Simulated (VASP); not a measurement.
# Rb (Im-3m) in VASP: further runs

The runs below take Rb through single point, relaxation of the atoms, atomic charges, electron localisation function, with PBE, PBEsol, revPBE+dDsC, SCAN0+D3, r2SCAN.

All numbers are computed with VASP 6.6.1; they aren't measurements. Logs are shortened: lines on timing, memory, paths and dates and some standing lists are left out, and cuts for length are marked.

## Step 1: Starting point

Symmetry: Im-3m, No. 229, cubic system. Conventional cell: a = 5.605 Å, b = 5.605 Å, c = 5.605 Å, α = 90.00°, β = 90.00°, γ = 90.00°.

## Step 2: Single point, PBE

Contents of run.py:

```python
from ase.calculators.vasp import Vasp
from ase.dft.bandgap import bandgap
from ase.io import read

atoms = read('Rb.cif')
calc = Vasp(
    directory='calc',
    xc='pbe',
    pp='PBE',
    setups='minimal',
    prec='Accurate',
    encut=500,
    ediff=1e-06,
    ismear=0,
    sigma=0.02,
    lreal=False,
    lasph=True,
    nelm=80,
    algo='Fast',
    isif=2,
    lwave=False,
    lcharg=False,
    kpts=[7, 7, 7],
    gamma=True,
    nbands=10,
)
atoms.calc = calc

print('energy (eV):', atoms.get_potential_energy())
print('free energy (eV):', atoms.get_potential_energy(force_consistent=True))
print('forces (eV/A):')
print(atoms.get_forces())
print('stress (eV/A^3, Voigt):', atoms.get_stress())
print('Fermi level (eV):', calc.get_fermi_level())
gap, top, bottom = bandgap(calc)
print('band gap (eV):', gap, 'from (spin, k, band)', top, 'to', bottom)
```

Contents of Rb.cif:

```cif
data_Rb
_cell_length_a 4.85407239
_cell_length_b 4.85407239
_cell_length_c 4.85407239
_cell_angle_alpha 109.47122063
_cell_angle_beta 109.47122063
_cell_angle_gamma 109.47122063
_space_group_name_H-M_alt 'P1'
_space_group_name_Hall 'P 1'
_space_group_IT_number 1
loop_
_space_group_symop_operation_xyz
'x,y,z'
loop_
_atom_site_label
_atom_site_type_symbol
_atom_site_symmetry_multiplicity
_atom_site_Wyckoff_symbol
_atom_site_fract_x
_atom_site_fract_y
_atom_site_fract_z
_atom_site_occupancy
Rb1 Rb 1 a 0.0000000000 0.0000000000 0.0000000000 1
```

Potentials or basis: VASP PAW PBE potentials, release 64 (Rb_pv).

On the command line:

```bash
$ python run.py
```

The program printed:

```text
energy (eV): -0.91735967
free energy (eV): -0.91765953
forces (eV/A):
[[ 0. -0.  0.]]
stress (eV/A^3, Voigt): [-0.00056393 -0.00056393 -0.00056393 -0.         -0.         -0.        ]
Fermi level (eV): -1.09261543
band gap (eV): 0.0 from (spin, k, band) (None, None, None) to (None, None, None)
```

OUTCAR:

```text
ENCUT = 500.000000
   EDIFF = 1.00e-06
   GGA = PE
   PREC = Accurate
   ISIF = 2
   ISMEAR = 0
   NELM = 80
   LASPH = .TRUE.
   LREAL = .FALSE.

 ion  position               nearest neighbor table
   1  0.000  0.000  0.000-

  LATTYP: Found a body centered cubic cell.
 ALAT       =     5.6050000021

  Lattice vectors:

 A1 = (   4.8540723900,   0.0000000000,   0.0000000000)
 A2 = (  -1.6180241296,   4.5764633379,   0.0000000000)
 A3 = (  -1.6180241296,  -2.2882316682,   3.9633335106)

Analysis of symmetry for initial positions (statically):
=====================================================================
 Subroutine PRICEL returns:
 Original cell was already a primitive cell.

 Routine SETGRP: Setting up the symmetry group for a
 body centered cubic supercell.

 Subroutine GETGRP returns: Found 48 space group operations
 (whereof 48 operations were pure point group operations)
 out of a pool of 48 trial point group operations.

The static configuration has the point symmetry O_h .

Analysis of symmetry for dynamics (positions and initial velocities):
=====================================================================
 Subroutine PRICEL returns:
 Original cell was already a primitive cell.

 Routine SETGRP: Setting up the symmetry group for a
 body centered cubic supercell.

 Subroutine GETGRP returns: Found 48 space group operations
 (whereof 48 operations were pure point group operations)
 out of a pool of 48 trial point group operations.

The dynamic configuration has the point symmetry O_h .

 Subroutine INISYM returns: Found 48 space group operations
 (whereof 48 operations are pure point group operations),
 and found     1 'primitive' translations

----------------------------------------------------------------------------------------

                                     Primitive cell

  volume of cell :      88.0434

  direct lattice vectors                    reciprocal lattice vectors
     4.854072390  0.000000000  0.000000000     0.206012585  0.072836448  0.126156428
    -1.618024130  4.576463338  0.000000000     0.000000000  0.218509344  0.126156428
    -1.618024130 -2.288231668  3.963333511     0.000000000  0.000000000  0.252312857

  length of vectors
     4.854072390  4.854072390  4.854072390     0.252312857  0.252312857  0.252312857

  position of ions in fractional coordinates (direct lattice)
     0.000000000  0.000000000  0.000000000

  ion indices of the primitive-cell ions
   primitive index   ion index
                 1           1

----------------------------------------------------------------------------------------

 KPOINTS: KPOINTS created by Atomic Simulation Env

Automatic generation of k-mesh.
 Grid dimensions read from file:
 generate k-points for:    7    7    7

 Generating k-lattice:

  Cartesian coordinates                     Fractional coordinates (reciprocal lattice)
     0.029430369  0.010405207  0.018022347     0.142857143  0.000000000  0.000000000
     0.000000000  0.031215621  0.018022347     0.000000000  0.142857143  0.000000000
     0.000000000  0.000000000  0.036044694     0.000000000  0.000000000  0.142857143

  Length of vectors
     0.036044694  0.036044694  0.036044694

  Shift w.r.t. Gamma in fractional coordinates (k-lattice)
     0.000000000  0.000000000  0.000000000

 Subroutine IBZKPT returns following result:
 ===========================================

 Found     20 irreducible k-points:

 Following reciprocal coordinates:
            Coordinates               Weight
  0.000000  0.000000  0.000000      1.000000
  0.142857  0.000000  0.000000     12.000000
  0.285714  0.000000  0.000000     12.000000
  0.428571 -0.000000  0.000000     12.000000
  0.142857  0.142857 -0.000000     24.000000
  0.285714  0.142857  0.000000     48.000000
[... 12 lines left out ...]
 -0.428571 -0.428571  0.285714      8.000000
 -0.428571  0.428571  0.428571      6.000000
   k-points           NKPTS =     20   k-points in BZ     NKDIM =     20   number of bands    NBANDS=     10
   number of dos      NEDOS =    301   number of ions     NIONS =      1
   total plane-waves  NPLWV =  46656
   dimension x,y,z NGX =    36 NGY =   36 NGZ =   36
   dimension x,y,z NGXF=    72 NGYF=   72 NGZF=   72
   ions per type =               1
   NGX,Y,Z   is equivalent  to a cutoff of  12.33, 12.33, 12.33 a.u.
   NGXF,Y,Z  is equivalent  to a cutoff of  24.66, 24.66, 24.66 a.u.
 SYSTEM =  unknown system
   PREC   = accura    normal or accurate (medium, high low for compatibility)
   ISTART =      0    job   : 0-new  1-cont  2-samecut
   ICHARG =      2    charge: 1-file 2-atom 10-const
   ISPIN  =      1    spin polarized calculation?
   LNONCOLLINEAR =      F non collinear calculations
   LSORBIT =      F    spin-orbit coupling
   LASPH  =      T    aspherical Exc in radial PAW
   ENCUT  =  500.0 eV  36.75 Ry    6.06 a.u.   8.85  8.85  8.85*2*pi/ulx,y,z
   NELM   =     80;   NELMIN=  2; NELMDL= -5     # of ELM steps
   EDIFF  = 0.1E-05   stopping-criterion for ELM
   LREAL  =      F    real-space projection
   EDIFFG = 0.1E-04   stopping-criterion for IOM
   NSW    =      0    number of steps for IOM
   IBRION =     -1    ionic relax: 0-MD 1-quasi-New 2-CG
   NFREE  =      0    steps in history (QN), initial steepest desc. (CG)
   ISIF   =      2    stress and relaxation
   ISYM   =      2    0-nonsym 1-usesym 2-fastsym
   POTIM  = 0.5000    time-step for ionic-motion
   TEBEG  =    0.0;   TEEND  =   0.0 temperature during run
   PSTRESS=    0.0 pullay stress
   NELECT =       7.0000    total number of electrons
   NUPDOWN=      -1.0000    fix difference up-down
   EMIN   =  10.00;   EMAX   =-10.00  energy-range for DOS
   EFERMI =   0.00;   METHOD = LEGACY
   ISMEAR =     0;   SIGMA  =   0.02  broadening in eV -4-tet -1-fermi 0-gaus
   EFERMI_NEDOS =   21; number of points for ismear=-14 and -15
   IALGO  =     68    algorithm
   IMIX   =      4    mixing-type and parameters
     AMIX     =   0.40;   BMIX     =  1.00
     AMIX_MAG =   1.60;   BMIX_MAG =  1.00
  volume/ion in A,a.u.               =      88.04       594.15
  Fermi-wavevector in a.u.,A,eV,Ry     =   0.703950  1.330273  6.742310  0.495546
  Thomas-Fermi vector in A             =   1.789060
   LORBIT       =      0    0 simple, 1 ext, 2 COOP (PROOUT), +10 PAW based schemes
   GGA     = PE    functional components
   LHFCALC =     F    Hartree Fock is set to
   AEXX    =    0.0000 exact exchange contribution
   IVDW    =     0    specifies the selected vdW correction
   LEPSILON=     F    determine dielectric tensor
   LRPA    =     F    only Hartree local field effects (RPA)
 non-spin polarized calculation
 RMM-DIIS sequential band-by-band and
 Gauss-broadening in eV      SIGMA  =   0.02
  energy-cutoff  :      500.00
  volume of cell :       88.04
 maximum number of plane-waves:      2256
   NGX = 17   NGY = 17   NGZ = 17

 number of electron       6.9999999 magnetization

 Free energy of the ion-electron system (eV)
  ---------------------------------------------------
  ext. energy  EPLUGINS =         0.00000000
  ---------------------------------------------------
  free energy    TOTEN  =        -0.91765953 eV

  energy without entropy =       -0.91705980  energy(sigma->0) =       -0.91735967

 E-fermi :  -1.0926     XC(G=0):  -5.5176

 val. band max:       -1.1031031885   @ k =  -0.2857   0.4286   0.1429
 cond. band min:      -0.9465795074   @ k =  -0.4286   0.4286   0.1429
 fundamental gap:      0.1565236812
 Fermi energy:        -1.0926154333

 k-point     1 :       0.0000    0.0000    0.0000
  band No.  band energies     occupation
      1     -13.9773      2.00000
      2     -13.9773      2.00000
      3     -13.9773      2.00000
      4      -3.0688      2.00000
      5       2.6609      0.00000
      6       2.6609      0.00000
      7       2.6609      0.00000
      8       3.6215      0.00000
      9       3.6215      0.00000
     10       5.8249      0.00000

 k-point     2 :       0.1429    0.0000    0.0000
  band No.  band energies     occupation
      1     -13.9980      2.00000
      2     -13.9840      2.00000
      3     -13.9773      2.00000
      4      -2.8220      2.00000
      5       2.2304      0.00000
      6       2.3566      0.00000
      7       2.8941      0.00000
      8       3.3521      0.00000
      9       3.5525      0.00000
     10       6.1999      0.00000

 k-point     3 :       0.2857    0.0000    0.0000
  band No.  band energies     occupation
      1     -14.0435      2.00000
      2     -13.9991      2.00000
      3     -13.9773      2.00000
      4      -2.1303      2.00000
      5       1.1626      0.00000
      6       1.8716      0.00000
      7       3.4785      0.00000
      8       3.5718      0.00000
      9       3.5822      0.00000
     10       5.5784      0.00000
[... 196 lines left out ...]
 k-point    19 :      -0.4286   -0.4286    0.2857
  band No.  band energies     occupation
      1     -14.0553      2.00000
      2     -14.0553      2.00000
      3     -14.0283      2.00000
      4       0.1343      0.00000
      5       0.1343      0.00000
      6       1.1891      0.00000
      7       2.6315      0.00000
      8       2.6315      0.00000
      9       4.3160      0.00000
     10       5.3195      0.00000

 k-point    20 :      -0.4286    0.4286    0.4286
  band No.  band energies     occupation
      1     -14.0533      2.00000
      2     -14.0498      2.00000
      3     -14.0498      2.00000
      4       0.0301      0.00000
      5       0.2789      0.00000
      6       2.1036      0.00000
      7       2.2312      0.00000
      8       2.2312      0.00000
      9       4.4748      0.00000
     10       4.8465      0.00000

------------------------ aborting loop because EDIFF is reached ----------------------------------------

  FORCE on cell =-STRESS in cart. coord.  units (eV):
  Direction    XX          YY          ZZ          XY          YZ          ZX
  --------------------------------------------------------------------------------------
  -------------------------------------------------------------------------------------
  Total        0.0496504      0.0496504      0.0496504      0.0000000      0.0000000      0.0000000
  in kB        0.9035178      0.9035178      0.9035178      0.0000000      0.0000000      0.0000000
  external PRESSURE =       0.9035178 kB  Pullay stress =       0.0000000 kB

 VOLUME and BASIS-vectors are now :
 -----------------------------------------------------------------------------
  energy-cutoff  :      500.00
  volume of cell :       88.04
      direct lattice vectors                 reciprocal lattice vectors
     4.854072390  0.000000000  0.000000000     0.206012585  0.072836448  0.126156428
    -1.618024130  4.576463338  0.000000000     0.000000000  0.218509344  0.126156428
    -1.618024130 -2.288231668  3.963333511     0.000000000  0.000000000  0.252312857

 POSITION                                       TOTAL-FORCE (eV/Angst)
 -----------------------------------------------------------------------------------
      0.00000      0.00000      0.00000         0.000000     -0.000000      0.000000
 -----------------------------------------------------------------------------------
    total drift:                                0.000000     -0.000000     -0.000000

  FREE ENERGIE OF THE ION-ELECTRON SYSTEM (eV)
  ---------------------------------------------------
  free  energy   TOTEN  =        -0.9176595308 eV

  energy  without entropy=       -0.9170598039  energy(sigma->0) =       -0.91735967
```

INCAR:

```text
ENCUT = 500.000000
SIGMA = 0.020000
EDIFF = 1.00e-06
ALGO = Fast
GGA = PE
PREC = Accurate
ISIF = 2
ISMEAR = 0
NBANDS = 10
NELM = 80
LASPH = .TRUE.
LCHARG = .FALSE.
LWAVE = .FALSE.
LREAL = .FALSE.
```

It took 9.3 s on 1 thread of Intel Xeon 6975P-C (Granite Rapids), shared host; peak memory 0.2 GiB.

What came out:

| Item | Value |
| --- | --- |
| Free energy | -0.9177 eV |
| Pressure | 0.1 GPa |
| Band gap on the k mesh | none (metal or under the smearing width) |

[end of part 1 of 2]
